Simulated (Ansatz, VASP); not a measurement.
Two plane-wave programs on Au

```
CELL_PARAMETERS angstrom
-1.45776 1.45776 2.06275
1.45776 -1.45776 2.06275
1.45776 1.45776 -2.06275
ATOMIC_POSITIONS crystal
Au 0.00000 0.00000 0.00000
```

Alike in both runs: functional r2SCAN; k mesh 28 × 28 × 28; occupations gaussian, width 0.1 eV; no spin polarisation.

Ansatz relaxed the structure, and its values are those at the end. VASP's run is a single point on that final structure, the one shown.

```csv
,VASP,Ansatz
version,VASP 6.6.1,Ansatz 0.2.0
potentials or method,"VASP PAW PBE potentials, release 64 (Au)","scalar-relativistic, plane waves, PAW"
plane-wave cutoff (eV),520,500
valence electrons in the cell,11,19
```

Ansatz gave:

| Item | Value |
| --- | --- |
| gap on the k mesh at the Fermi level (eV) | none |
| pressure (GPa) | 0.0 |

Question: Estimate VASP's values.

Answer: gap on the k mesh at the Fermi level (eV): none; pressure (GPa): 0.3.

A gap of «none» marks a metal or a gap that the smearing closes. The two sets of potentials don't hold the same shells in valence.

Caveats: the PAW data sets were made with another functional, which shifts forces and pressure a little (VASP). The runs have no spin-orbit coupling, so splittings on Au are missing.
